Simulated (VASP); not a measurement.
# H (P4/mmm) in VASP: further runs

The runs below take H through single point, with PBE.

All numbers are computed with VASP 6.6.1; they aren't measurements. Logs are shortened: lines on timing, memory, paths and dates and some standing lists are left out, and cuts for length are marked.

## Step 1: The structure

It takes space group P4/mmm (No. 123, tetragonal). Conventional cell: a = 2.650 Å, b = 2.650 Å, c = 0.980 Å, α = 90.00°, β = 90.00°, γ = 90.00°. H (site symmetry 4/mmm) is surrounded by 2 H at 0.98 Å.

## Step 2: Single point, PBE

INCAR reads:

```
SYSTEM = H
ADDGRID = .FALSE. ; ALGO = Normal
EDIFF = 1E-6 ; ENCUT = 520
GGA = PE ; ISIF = 2
ISMEAR = 0 ; LASPH = .TRUE.
LCHARG = .FALSE. ; LREAL = .FALSE.
LWAVE = .FALSE. ; NBANDS = 6
NELM = 100 ; PREC = Low
SIGMA = 0.05
```

KPOINTS reads:

```
k-points
0
G
  5 5 12
  0 0 0
```

POSCAR reads:

```
H
1.0
    2.6496387389      0.0000000000      0.0000000000
    0.0000000000      2.6496387389      0.0000000000
    0.0000000000      0.0000000000      0.9804929200
H
1
Direct
    0.0000000000      0.0000000000      0.5000000000
```

Potentials or basis: VASP PAW PBE potentials, release 64 (H).

Started as:

```bash
$ cat potpaw_PBE.64/H/POTCAR > POTCAR
$ mpirun -np 1 vasp_std > vasp.out
```

OUTCAR:

```text
SYSTEM = H
   EDIFF = 1E-6
   ENCUT = 520
   GGA = PE
   ISIF = 2
   ISMEAR = 0
   LASPH = .TRUE.
   LREAL = .FALSE.
   NELM = 100
   PREC = Low

 Found     42 irreducible k-points:

 Following reciprocal coordinates:
            Coordinates               Weight
  0.000000  0.000000  0.000000      1.000000
  0.200000  0.000000  0.000000      4.000000
  0.400000  0.000000  0.000000      4.000000
  0.200000  0.200000  0.000000      4.000000
  0.400000  0.200000  0.000000      8.000000
  0.400000  0.400000  0.000000      4.000000
   k-points           NKPTS =     42   k-points in BZ     NKDIM =     42   number of bands    NBANDS=      6
   number of dos      NEDOS =    301   number of ions     NIONS =      1
   total plane-waves  NPLWV =   1536
   dimension x,y,z NGX =    16 NGY =   16 NGZ =    6
   dimension x,y,z NGXF=    16 NGYF=   16 NGZF=    6
   ions per type =               1
   NGX,Y,Z   is equivalent  to a cutoff of  10.04, 10.04, 10.17 a.u.
   NGXF,Y,Z  is equivalent  to a cutoff of  10.04, 10.04, 10.17 a.u.
 SYSTEM =  H
   PREC   = low       normal or accurate (medium, high low for compatibility)
   ISTART =      0    job   : 0-new  1-cont  2-samecut
   ICHARG =      2    charge: 1-file 2-atom 10-const
   ISPIN  =      1    spin polarized calculation?
   LNONCOLLINEAR =      F non collinear calculations
   LSORBIT =      F    spin-orbit coupling
   LASPH  =      T    aspherical Exc in radial PAW
   ENCUT  =  520.0 eV  38.22 Ry    6.18 a.u.   4.93  4.93  1.82*2*pi/ulx,y,z
   NELM   =    100;   NELMIN=  2; NELMDL= -5     # of ELM steps
   EDIFF  = 0.1E-05   stopping-criterion for ELM
   LREAL  =      F    real-space projection
   EDIFFG = 0.1E-04   stopping-criterion for IOM
   NSW    =      0    number of steps for IOM
   IBRION =     -1    ionic relax: 0-MD 1-quasi-New 2-CG
   NFREE  =      0    steps in history (QN), initial steepest desc. (CG)
   ISIF   =      2    stress and relaxation
   ISYM   =      2    0-nonsym 1-usesym 2-fastsym
   POTIM  = 0.5000    time-step for ionic-motion
   TEBEG  =    0.0;   TEEND  =   0.0 temperature during run
   PSTRESS=    0.0 pullay stress
   NELECT =       1.0000    total number of electrons
   NUPDOWN=      -1.0000    fix difference up-down
   EMIN   =  10.00;   EMAX   =-10.00  energy-range for DOS
   EFERMI =   0.00;   METHOD = LEGACY
   ISMEAR =     0;   SIGMA  =   0.05  broadening in eV -4-tet -1-fermi 0-gaus
   EFERMI_NEDOS =   21; number of points for ismear=-14 and -15
   IALGO  =     38    algorithm
   IMIX   =      4    mixing-type and parameters
     AMIX     =   0.40;   BMIX     =  1.00
     AMIX_MAG =   1.60;   BMIX_MAG =  1.00
  volume/ion in A,a.u.               =       6.88        46.45
  Fermi-wavevector in a.u.,A,eV,Ry     =   0.860602  1.626302 10.076956  0.740635
  Thomas-Fermi vector in A             =   1.978131
   LORBIT       =      0    0 simple, 1 ext, 2 COOP (PROOUT), +10 PAW based schemes
   GGA     = PE    functional components
   LHFCALC =     F    Hartree Fock is set to
   AEXX    =    0.0000 exact exchange contribution
   IVDW    =     0    specifies the selected vdW correction
   LEPSILON=     F    determine dielectric tensor
   LRPA    =     F    only Hartree local field effects (RPA)
 non-spin polarized calculation
 Gauss-broadening in eV      SIGMA  =   0.05
  energy-cutoff  :      520.00
  volume of cell :        6.88
 maximum number of plane-waves:       196
   NGX =  9   NGY =  9   NGZ =  3

 number of electron       1.0000148 magnetization

 Free energy of the ion-electron system (eV)
  ---------------------------------------------------
  ext. energy  EPLUGINS =         0.00000000
  ---------------------------------------------------
  free energy    TOTEN  =        -2.90916806 eV

  energy without entropy =       -2.90877990  energy(sigma->0) =       -2.90897398

 E-fermi :  -1.5913     XC(G=0):  -6.8478

 val. band max:       -1.6319432903   @ k =   0.4000   0.0000   0.2500
 cond. band min:      -1.2704417665   @ k =   0.4000   0.2000   0.2500
 fundamental gap:      0.3615015238
 Fermi energy:        -1.5912722978

 k-point     1 :       0.0000    0.0000    0.0000
  band No.  band energies     occupation
      1     -12.5476      2.00000
      2       8.3362      0.00000
      3      14.1739      0.00000
      4      14.1739      0.00000
      5      17.2069      0.00000
      6      34.9840      0.00000

 k-point     2 :       0.2000    0.0000    0.0000
  band No.  band energies     occupation
      1     -12.1185      2.00000
      2       5.2762      0.00000
      3      13.5139      0.00000
      4      14.8960      0.00000
      5      23.6404      0.00000
      6      28.4116      0.00000

 k-point     3 :       0.4000    0.0000    0.0000
  band No.  band energies     occupation
      1     -11.2825      2.00000
      2       1.7548      0.00000
      3      14.6797      0.00000
      4      16.6713      0.00000
      5      23.6392      0.00000
      6      23.9849      0.00000

 k-point     4 :       0.2000    0.2000    0.0000
  band No.  band energies     occupation
      1     -11.7066      2.00000
      2       4.9525      0.00000
      3       8.7867      0.00000
      4      20.7870      0.00000
      5      21.7859      0.00000
      6      25.8555      0.00000

 k-point     5 :       0.4000    0.2000    0.0000
  band No.  band energies     occupation
      1     -10.9151      2.00000
      2       2.5099      0.00000
      3       8.9953      0.00000
      4      16.2485      0.00000
      5      24.3271      0.00000
      6      33.0863      0.00000

 k-point     6 :       0.4000    0.4000    0.0000
  band No.  band energies     occupation
      1     -10.2276      2.00000
      2       4.2172      0.00000
      3       5.4499      0.00000
      4      10.8452      0.00000
      5      32.8772      0.00000
      6      38.3120      0.00000

 [... further k-points ...]

------------------------ aborting loop because EDIFF is reached ----------------------------------------

  FORCE on cell =-STRESS in cart. coord.  units (eV):
  Direction    XX          YY          ZZ          XY          YZ          ZX
  --------------------------------------------------------------------------------------
  -------------------------------------------------------------------------------------
  Total       -0.1151278     -0.1151278      0.5033831      0.0000000     -0.0000000      0.0000000
  in kB      -26.7961911    -26.7961911    117.1632453      0.0000000     -0.0000000      0.0000000
  external PRESSURE =      21.1902877 kB  Pullay stress =       0.0000000 kB

 VOLUME and BASIS-vectors are now :
 -----------------------------------------------------------------------------
  energy-cutoff  :      520.00
  volume of cell :        6.88
      direct lattice vectors                 reciprocal lattice vectors
     2.649638739  0.000000000  0.000000000     0.377409941  0.000000000  0.000000000
     0.000000000  2.649638739  0.000000000     0.000000000  0.377409941  0.000000000
     0.000000000  0.000000000  0.980492920     0.000000000  0.000000000  1.019895177

 POSITION                                       TOTAL-FORCE (eV/Angst)
 -----------------------------------------------------------------------------------
      0.00000      0.00000      0.49025         0.000000      0.000000      0.000000
 -----------------------------------------------------------------------------------
    total drift:                               -0.000000     -0.000000      0.000000

  FREE ENERGIE OF THE ION-ELECTRON SYSTEM (eV)
  ---------------------------------------------------
  free  energy   TOTEN  =        -2.9091680604 eV

  energy  without entropy=       -2.9087798992  energy(sigma->0) =       -2.90897398
```

Run time: 0.7 s. Hardware: 1 thread of Intel Xeon 6975P-C (Granite Rapids), shared host; peak memory 0.1 GiB.

The run converged, but some of its settings lie outside the range that counts as converged, so its numbers aren't taken as properties of the crystal.

What came out:

| Item | Value |
| --- | --- |
| Free energy | -2.9092 eV |
| Pressure | 2.1 GPa |
| Band gap on the k mesh | none (metal or under the smearing width) |

Caveat: the k mesh is coarse (spacing up to 0.53 Å⁻¹), so the values aren't converged.

(Continued in part 2 of 2.)
